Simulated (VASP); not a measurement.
# CdS (Hawleyite) (F-43m) in VASP: a series of runs

The runs below take CdS (Hawleyite) through single point, with PBEsol.

Program: VASP 6.6.1. These are calculated values, not measurements. Logs are shortened: lines on timing, memory, paths and dates and some standing lists are left out, and cuts for length are marked.

## 1. Starting point

It takes space group F-43m (No. 216, cubic). Conventional cell: a = 5.833 Å, b = 5.833 Å, c = 5.833 Å, α = 90.00°, β = 90.00°, γ = 90.00°. Cd (site symmetry -43m) has 4 S at 2.53 Å as nearest neighbours. Around S (site symmetry -43m) lie 4 Cd at 2.53 Å.

## 2. Single point, PBEsol, spin-orbit coupling, no magnetisation

The input, INCAR:

```
ALGO = Normal ; EDIFF = 1E-7
ENCUT = 400 ; GGA = PS
GGA_COMPAT = False ; ISIF = 2
ISMEAR = 0 ; LASPH = True
LCHARG = False ; LNONCOLLINEAR = True
LORBIT = 11 ; LREAL = False
LSORBIT = True ; LWAVE = False
MAGMOM = 0 0 0 0 0 0 ; NBANDS = 34
NELM = 100 ; PREC = Accurate
SIGMA = 0.02
```

The input, KPOINTS:

```
k-points
0
Gamma
  4 4 4
```

The input, POSCAR:

```
CdS
1.0
    0.0000000000      2.9165000000      2.9165000000
    2.9165000000      0.0000000000      2.9165000000
    2.9165000000      2.9165000000      0.0000000000
Cd S
1 1
Direct
    0.0000000000      0.0000000000      0.0000000000
    0.7500000000      0.7500000000      0.7500000000
```

Potentials or basis: VASP PAW PBE potentials, release 64 (Cd, S).

Command:

```
$ cat potpaw_PBE.64/Cd/POTCAR potpaw_PBE.64/S/POTCAR > POTCAR
$ mpirun -np 1 vasp_ncl > vasp.out
```

OUTCAR:

```text
EDIFF = 1E-7
   ENCUT = 400
   GGA = PS
   ISIF = 2
   ISMEAR = 0
   LASPH = True
   LNONCOLLINEAR = True
   LORBIT = 11
   LREAL = False
   LSORBIT = True
   NELM = 100
   PREC = Accurate

 Found     10 irreducible k-points:

 Following reciprocal coordinates:
            Coordinates               Weight
  0.000000  0.000000  0.000000      1.000000
  0.250000  0.000000  0.000000      4.000000
 -0.250000  0.000000  0.000000      4.000000
  0.500000  0.000000  0.000000      4.000000
  0.250000  0.250000  0.000000      6.000000
  0.500000  0.250000  0.000000     12.000000
   k-points           NKPTS =     10   k-points in BZ     NKDIM =     10   number of bands    NBANDS=     34
   number of dos      NEDOS =    301   number of ions     NIONS =      2
   total plane-waves  NPLWV =  21952
   dimension x,y,z NGX =    28 NGY =   28 NGZ =   28
   dimension x,y,z NGXF=    56 NGYF=   56 NGZF=   56
   ions per type =               1   1
   NGX,Y,Z   is equivalent  to a cutoff of  11.29, 11.29, 11.29 a.u.
   NGXF,Y,Z  is equivalent  to a cutoff of  22.57, 22.57, 22.57 a.u.
 SYSTEM =  unknown system
   PREC   = accura    normal or accurate (medium, high low for compatibility)
   ISTART =      0    job   : 0-new  1-cont  2-samecut
   ICHARG =      2    charge: 1-file 2-atom 10-const
   ISPIN  =      1    spin polarized calculation?
   LNONCOLLINEAR =      T non collinear calculations
   LSORBIT =      T    spin-orbit coupling
   LASPH  =      T    aspherical Exc in radial PAW
   ENCUT  =  400.0 eV  29.40 Ry    5.42 a.u.   6.73  6.73  6.73*2*pi/ulx,y,z
   NELM   =    100;   NELMIN=  2; NELMDL= -5     # of ELM steps
   EDIFF  = 0.1E-06   stopping-criterion for ELM
   LREAL  =      F    real-space projection
   EDIFFG = 0.1E-05   stopping-criterion for IOM
   NSW    =      0    number of steps for IOM
   IBRION =     -1    ionic relax: 0-MD 1-quasi-New 2-CG
[... 8 lines left out ...]
   EMIN   =  10.00;   EMAX   =-10.00  energy-range for DOS
   EFERMI =   0.00;   METHOD = LEGACY
   ISMEAR =     0;   SIGMA  =   0.02  broadening in eV -4-tet -1-fermi 0-gaus
   EFERMI_NEDOS =   21; number of points for ismear=-14 and -15
   IALGO  =     38    algorithm
   IMIX   =      4    mixing-type and parameters
     AMIX     =   0.40;   BMIX     =  1.00
     AMIX_MAG =   1.60;   BMIX_MAG =  1.00
  volume/ion in A,a.u.               =      24.81       167.41
  Fermi-wavevector in a.u.,A,eV,Ry     =   1.167599  2.206442 18.548649  1.363287
  Thomas-Fermi vector in A             =   2.304097
   LORBIT       =     11    0 simple, 1 ext, 2 COOP (PROOUT), +10 PAW based schemes
   GGA     = PS    functional components
   LHFCALC =     F    Hartree Fock is set to
   AEXX    =    0.0000 exact exchange contribution
[... 245 lines left out ...]

 VOLUME and BASIS-vectors are now :
 -----------------------------------------------------------------------------
  energy-cutoff  :      400.00
  volume of cell :       49.62
      direct lattice vectors                 reciprocal lattice vectors
     0.000000000  2.916500000  2.916500000    -0.171438368  0.171438368  0.171438368
     2.916500000  0.000000000  2.916500000     0.171438368 -0.171438368  0.171438368
     2.916500000  2.916500000  0.000000000     0.171438368  0.171438368 -0.171438368

 POSITION                                       TOTAL-FORCE (eV/Angst)
 -----------------------------------------------------------------------------------
      0.00000      0.00000      0.00000         0.000000      0.000000      0.000000
      4.37475      4.37475      4.37475        -0.000000     -0.000000     -0.000000
 -----------------------------------------------------------------------------------
    total drift:                               -0.000000     -0.000000     -0.000000

  FREE ENERGIE OF THE ION-ELECTRON SYSTEM (eV)
  ---------------------------------------------------
  free  energy   TOTEN  =        -6.8045551389 eV

  energy  without entropy=       -6.8045551389  energy(sigma->0) =       -6.80455514

 Spin-Orbit-Coupling matrix elements

 Ion:    1  E_soc:     -0.0576958
 l=   1
     0.0000000    -0.0025599    -0.0025599
    -0.0025599     0.0000000    -0.0025599
    -0.0025599    -0.0025599     0.0000000
 l=   2
     0.0000000    -0.0014413     0.0000000    -0.0014413    -0.0056147
    -0.0014413     0.0000000    -0.0042110    -0.0014413    -0.0014037
     0.0000000    -0.0042110     0.0000000    -0.0042110     0.0000000
    -0.0014413    -0.0014413    -0.0042110     0.0000000    -0.0014037
    -0.0056147    -0.0014037     0.0000000    -0.0014037     0.0000000
 l=   3
     0.0000000     0.0000000     0.0000000     0.0000000     0.0000000     0.0000000     0.0000000
     0.0000000     0.0000000     0.0000000     0.0000000     0.0000000     0.0000000     0.0000000
     0.0000000     0.0000000     0.0000000     0.0000000     0.0000000     0.0000000     0.0000000
     0.0000000     0.0000000     0.0000000     0.0000000     0.0000000     0.0000000     0.0000000
     0.0000000     0.0000000     0.0000000     0.0000000     0.0000000     0.0000000     0.0000000
     0.0000000     0.0000000     0.0000000     0.0000000     0.0000000     0.0000000     0.0000000
     0.0000000     0.0000000     0.0000000     0.0000000     0.0000000     0.0000000     0.0000000

 Ion:    2  E_soc:     -0.0020890
 l=   1
     0.0000000    -0.0003482    -0.0003482
    -0.0003482     0.0000000    -0.0003482
    -0.0003482    -0.0003482     0.0000000
 l=   2
     0.0000000     0.0000000     0.0000000     0.0000000     0.0000000
     0.0000000     0.0000000     0.0000000     0.0000000     0.0000000
     0.0000000     0.0000000     0.0000000     0.0000000     0.0000000
     0.0000000     0.0000000     0.0000000     0.0000000     0.0000000
     0.0000000     0.0000000     0.0000000     0.0000000     0.0000000
 l=   3
     0.0000000     0.0000000     0.0000000     0.0000000     0.0000000     0.0000000     0.0000000
     0.0000000     0.0000000     0.0000000     0.0000000     0.0000000     0.0000000     0.0000000
     0.0000000     0.0000000     0.0000000     0.0000000     0.0000000     0.0000000     0.0000000
     0.0000000     0.0000000     0.0000000     0.0000000     0.0000000     0.0000000     0.0000000
     0.0000000     0.0000000     0.0000000     0.0000000     0.0000000     0.0000000     0.0000000
     0.0000000     0.0000000     0.0000000     0.0000000     0.0000000     0.0000000     0.0000000
     0.0000000     0.0000000     0.0000000     0.0000000     0.0000000     0.0000000     0.0000000

 total charge

# of ion       s       p       d       tot
------------------------------------------
    1        0.428   0.333   9.558  10.319
    2        1.314   2.382   0.000   3.696
--------------------------------------------------
tot          1.742   2.715   9.558  14.015

 magnetization (x)

# of ion       s       p       d       tot
------------------------------------------
    1       -0.000   0.000   0.000   0.000
    2        0.000   0.000   0.000   0.000
--------------------------------------------------
tot          0.000   0.000   0.000   0.000

 magnetization (y)

# of ion       s       p       d       tot
------------------------------------------
    1        0.000   0.000   0.000   0.000
    2        0.000   0.000   0.000   0.000
--------------------------------------------------
tot          0.000   0.000   0.000   0.000

 magnetization (z)

# of ion       s       p       d       tot
------------------------------------------
    1       -0.000  -0.000   0.000  -0.000
    2       -0.000   0.000   0.000   0.000
--------------------------------------------------
tot         -0.000  -0.000   0.000  -0.000
```

Wall time 23 s (1 thread of Intel Xeon Platinum 8559C (Emerald Rapids), shared host); peak memory 0.23 GiB.

These settings aren't checked as converged: the numbers below hold their error.

Results:

* Free energy: -6.8046 eV
* Pressure: -0.1 GPa
* Valence electrons inside the program's atomic spheres: Cd 10.32; S 3.70

Caveat: the k mesh is coarse (spacing up to 0.47 Å⁻¹), so the values aren't converged; the PAW data sets were made with another functional, which shifts forces and pressure a little.

## 3. Single point, PBEsol, spin-orbit coupling, no magnetisation

Edit INCAR of step 2 so:

```diff
@@ -1,3 +1,3 @@
 ALGO = Normal ; EDIFF = 1E-7
-ENCUT = 400 ; GGA = PS
+ENCUT = 500 ; GGA = PS
 GGA_COMPAT = False ; ISIF = 2
```

KPOINTS is that of step 2.

POSCAR is that of step 2.

Potentials or basis: VASP PAW PBE potentials, release 64 (Cd, S).

Command:

```
$ cat potpaw_PBE.64/Cd/POTCAR potpaw_PBE.64/S/POTCAR > POTCAR
$ mpirun -np 1 vasp_ncl > vasp.out
```

OUTCAR:

```text
EDIFF = 1E-7
   ENCUT = 500
   GGA = PS
   ISIF = 2
   ISMEAR = 0
   LASPH = True
   LNONCOLLINEAR = True
   LORBIT = 11
   LREAL = False
   LSORBIT = True
   NELM = 100
   PREC = Accurate

 Found     10 irreducible k-points:

 Following reciprocal coordinates:
            Coordinates               Weight
  0.000000  0.000000  0.000000      1.000000
  0.250000  0.000000  0.000000      4.000000
 -0.250000  0.000000  0.000000      4.000000
  0.500000  0.000000  0.000000      4.000000
  0.250000  0.250000  0.000000      6.000000
  0.500000  0.250000  0.000000     12.000000
   k-points           NKPTS =     10   k-points in BZ     NKDIM =     10   number of bands    NBANDS=     34
   number of dos      NEDOS =    301   number of ions     NIONS =      2
   total plane-waves  NPLWV =  27000
   dimension x,y,z NGX =    30 NGY =   30 NGZ =   30
   dimension x,y,z NGXF=    60 NGYF=   60 NGZF=   60
   ions per type =               1   1
   NGX,Y,Z   is equivalent  to a cutoff of  12.09, 12.09, 12.09 a.u.
   NGXF,Y,Z  is equivalent  to a cutoff of  24.18, 24.18, 24.18 a.u.
 SYSTEM =  unknown system
   PREC   = accura    normal or accurate (medium, high low for compatibility)
   ISTART =      0    job   : 0-new  1-cont  2-samecut
[... 319 lines left out ...]
     0.0000000     0.0000000     0.0000000     0.0000000     0.0000000     0.0000000     0.0000000
     0.0000000     0.0000000     0.0000000     0.0000000     0.0000000     0.0000000     0.0000000
     0.0000000     0.0000000     0.0000000     0.0000000     0.0000000     0.0000000     0.0000000
     0.0000000     0.0000000     0.0000000     0.0000000     0.0000000     0.0000000     0.0000000

 Ion:    2  E_soc:     -0.0020890
 l=   1
     0.0000000    -0.0003482    -0.0003482
    -0.0003482     0.0000000    -0.0003482
    -0.0003482    -0.0003482     0.0000000
 l=   2
     0.0000000     0.0000000     0.0000000     0.0000000     0.0000000
     0.0000000     0.0000000     0.0000000     0.0000000     0.0000000
     0.0000000     0.0000000     0.0000000     0.0000000     0.0000000
     0.0000000     0.0000000     0.0000000     0.0000000     0.0000000
     0.0000000     0.0000000     0.0000000     0.0000000     0.0000000
 l=   3
     0.0000000     0.0000000     0.0000000     0.0000000     0.0000000     0.0000000     0.0000000
     0.0000000     0.0000000     0.0000000     0.0000000     0.0000000     0.0000000     0.0000000
     0.0000000     0.0000000     0.0000000     0.0000000     0.0000000     0.0000000     0.0000000
     0.0000000     0.0000000     0.0000000     0.0000000     0.0000000     0.0000000     0.0000000
     0.0000000     0.0000000     0.0000000     0.0000000     0.0000000     0.0000000     0.0000000
     0.0000000     0.0000000     0.0000000     0.0000000     0.0000000     0.0000000     0.0000000
     0.0000000     0.0000000     0.0000000     0.0000000     0.0000000     0.0000000     0.0000000

 total charge

# of ion       s       p       d       tot
------------------------------------------
    1        0.427   0.333   9.561  10.322
    2        1.314   2.383   0.000   3.697
--------------------------------------------------
tot          1.741   2.716   9.561  14.019

 magnetization (x)

# of ion       s       p       d       tot
------------------------------------------
    1        0.000   0.000   0.000   0.000
    2        0.000   0.000   0.000   0.000
--------------------------------------------------
tot          0.000   0.000   0.000   0.000

 magnetization (y)

# of ion       s       p       d       tot
------------------------------------------
    1        0.000   0.000   0.000   0.000
    2        0.000   0.000   0.000   0.000
--------------------------------------------------
tot          0.000   0.000   0.000   0.000

 magnetization (z)

# of ion       s       p       d       tot
------------------------------------------
    1        0.000   0.000  -0.000  -0.000
    2        0.000   0.000   0.000   0.000
--------------------------------------------------
tot          0.000   0.000  -0.000   0.000
```

Wall time 31 s (1 thread of Intel Xeon Platinum 8559C (Emerald Rapids), shared host); peak memory 0.27 GiB.

The run converged, but some of its settings lie outside the range that counts as converged, so its numbers aren't taken as properties of the crystal.

Results:

| Item | Value |
| --- | --- |
| Free energy | -6.8065 eV |
| Pressure | 0.3 GPa |
| Valence electrons inside the program's atomic spheres | Cd 10.32; S 3.70 |

Caveat: the k mesh is coarse (spacing up to 0.47 Å⁻¹), so the values aren't converged; the PAW data sets were made with another functional, which shifts forces and pressure a little.

## 4. Single point, PBEsol, spin-orbit coupling, no magnetisation

Edit INCAR of step 3 so:

```diff
@@ -1,3 +1,3 @@
 ALGO = Normal ; EDIFF = 1E-7
-ENCUT = 500 ; GGA = PS
+ENCUT = 250 ; GGA = PS
 GGA_COMPAT = False ; ISIF = 2
```

The input, KPOINTS:

```
k-points
0
Gamma
  6 6 6
```

POSCAR is that of step 3.

Potentials or basis: VASP PAW PBE potentials, release 64 (Cd, S).

Command:

```
$ cat potpaw_PBE.64/Cd/POTCAR potpaw_PBE.64/S/POTCAR > POTCAR
$ mpirun -np 1 vasp_ncl > vasp.out
```

OUTCAR:

```text
EDIFF = 1E-7
   ENCUT = 250
   GGA = PS
   ISIF = 2
   ISMEAR = 0
   LASPH = True
   LNONCOLLINEAR = True
   LORBIT = 11
   LREAL = False
   LSORBIT = True
   NELM = 100
   PREC = Accurate

 Found     22 irreducible k-points:

 Following reciprocal coordinates:
            Coordinates               Weight
  0.000000  0.000000  0.000000      1.000000
  0.166667  0.000000  0.000000      4.000000
 -0.166667  0.000000  0.000000      4.000000
  0.333333  0.000000  0.000000      4.000000
 -0.333333  0.000000  0.000000      4.000000
  0.500000  0.000000  0.000000      4.000000
   k-points           NKPTS =     22   k-points in BZ     NKDIM =     22   number of bands    NBANDS=     34
   number of dos      NEDOS =    301   number of ions     NIONS =      2
   total plane-waves  NPLWV =  13824
   dimension x,y,z NGX =    24 NGY =   24 NGZ =   24
   dimension x,y,z NGXF=    48 NGYF=   48 NGZF=   48
   ions per type =               1   1
   NGX,Y,Z   is equivalent  to a cutoff of   9.67,  9.67,  9.67 a.u.
   NGXF,Y,Z  is equivalent  to a cutoff of  19.35, 19.35, 19.35 a.u.
 SYSTEM =  unknown system
   PREC   = accura    normal or accurate (medium, high low for compatibility)
   ISTART =      0    job   : 0-new  1-cont  2-samecut
[... 318 lines left out ...]
     0.0000000     0.0000000     0.0000000     0.0000000     0.0000000     0.0000000     0.0000000
     0.0000000     0.0000000     0.0000000     0.0000000     0.0000000     0.0000000     0.0000000
     0.0000000     0.0000000     0.0000000     0.0000000     0.0000000     0.0000000     0.0000000
     0.0000000     0.0000000     0.0000000     0.0000000     0.0000000     0.0000000     0.0000000

 Ion:    2  E_soc:     -0.0020899
 l=   1
     0.0000000    -0.0003483    -0.0003483
    -0.0003483     0.0000000    -0.0003483
    -0.0003483    -0.0003483     0.0000000
 l=   2
     0.0000000     0.0000000     0.0000000     0.0000000     0.0000000
     0.0000000     0.0000000     0.0000000     0.0000000     0.0000000
     0.0000000     0.0000000     0.0000000     0.0000000     0.0000000
     0.0000000     0.0000000     0.0000000     0.0000000     0.0000000
     0.0000000     0.0000000     0.0000000     0.0000000     0.0000000
 l=   3
     0.0000000     0.0000000     0.0000000     0.0000000     0.0000000     0.0000000     0.0000000
     0.0000000     0.0000000     0.0000000     0.0000000     0.0000000     0.0000000     0.0000000
     0.0000000     0.0000000     0.0000000     0.0000000     0.0000000     0.0000000     0.0000000
     0.0000000     0.0000000     0.0000000     0.0000000     0.0000000     0.0000000     0.0000000
     0.0000000     0.0000000     0.0000000     0.0000000     0.0000000     0.0000000     0.0000000
     0.0000000     0.0000000     0.0000000     0.0000000     0.0000000     0.0000000     0.0000000
     0.0000000     0.0000000     0.0000000     0.0000000     0.0000000     0.0000000     0.0000000

 total charge

# of ion       s       p       d       tot
------------------------------------------
    1        0.432   0.333   9.582  10.347
    2        1.320   2.403   0.000   3.722
--------------------------------------------------
tot          1.751   2.736   9.582  14.069

 magnetization (x)

# of ion       s       p       d       tot
------------------------------------------
    1        0.000   0.000   0.000   0.000
    2       -0.000   0.000   0.000   0.000
--------------------------------------------------
tot         -0.000   0.000   0.000   0.000

 magnetization (y)

# of ion       s       p       d       tot
------------------------------------------
    1        0.000   0.000   0.000   0.000
    2        0.000   0.000   0.000   0.000
--------------------------------------------------
tot          0.000   0.000   0.000   0.000

 magnetization (z)

# of ion       s       p       d       tot
------------------------------------------
    1        0.000  -0.000   0.000   0.000
    2        0.000  -0.000   0.000  -0.000
--------------------------------------------------
tot          0.000  -0.000   0.000  -0.000
```

OSZICAR:

```text
N       E                     dE             d eps       ncg     rms          rms(c)
DAV:   1     0.695300547720E+02    0.69530E+02   -0.58237E+03  1616   0.542E+02
DAV:   2    -0.461321539855E+01   -0.74143E+02   -0.71718E+02  1774   0.183E+02
DAV:   3    -0.728814958961E+01   -0.26749E+01   -0.26603E+01  1764   0.339E+01
DAV:   4    -0.730672124028E+01   -0.18572E-01   -0.18567E-01  1712   0.282E+00
DAV:   5    -0.730692261665E+01   -0.20138E-03   -0.20137E-03  1744   0.275E-01    0.730E+00
DAV:   6    -0.681650647322E+01    0.49042E+00   -0.62018E-01  1888   0.111E+01    0.565E+00
DAV:   7    -0.680311572825E+01    0.13391E-01   -0.20809E-01  1776   0.278E+00    0.287E+00
DAV:   8    -0.680075561767E+01    0.23601E-02   -0.20551E-02  1724   0.152E+00    0.368E-01
DAV:   9    -0.679993187389E+01    0.82374E-03   -0.22295E-03  1710   0.657E-01    0.194E-01
DAV:  10    -0.680001697755E+01   -0.85104E-04   -0.41642E-04  1654   0.147E-01    0.686E-02
DAV:  11    -0.680007388336E+01   -0.56906E-04   -0.17911E-04  1672   0.154E-01    0.275E-02
DAV:  12    -0.680006168474E+01    0.12199E-04   -0.37173E-05  1612   0.712E-02    0.816E-03
DAV:  13    -0.680006220520E+01   -0.52046E-06   -0.47711E-06  1704   0.120E-02    0.335E-03
DAV:  14    -0.680006243201E+01   -0.22680E-06   -0.22447E-07  1532   0.355E-03    0.234E-03
DAV:  15    -0.680006242495E+01    0.70581E-08   -0.61059E-08  1426   0.208E-03
   1 F= -.68000624E+01 E0= -.68000624E+01  d E =-.782885E-18  mag=    -0.0000    -0.0000    -0.0000
```

stdout:

```text
POSCAR found type information on POSCAR CdS
 POSCAR found :  2 types and       2 ions
 scaLAPACK will be used
 -----------------------------------------------------------------------------
|                                                                             |
|                                                                             |
|     You enforced a specific xc type in the INCAR file but a different       |
|     I HOPE YOU KNOW WHAT YOU ARE DOING!                                     |
|                                                                             |
 -----------------------------------------------------------------------------

 LDA part: xc-table for (Slater+PW92), standard interpolation
 POSCAR, INCAR and KPOINTS ok, starting setup
 FFT: planning ... GRIDC
 FFT: planning ... GRID_SOFT
 FFT: planning ... GRID
 WAVECAR not read
 entering main loop
```

Run time: 36 s. Hardware: 1 thread of Intel Xeon Platinum 8559C (Emerald Rapids), shared host; peak memory 0.19 GiB.

The run converged, but a check on its numbers failed (symmetry, net force, bounds or a known fault of this set-up), so they aren't taken as properties of the crystal.

Caveat: the cutoff lies under the usual one of these potentials, so the numbers hold a large basis-set error; the PAW data sets were made with another functional, which shifts forces and pressure a little.

(Continued in part 2 of 3.)
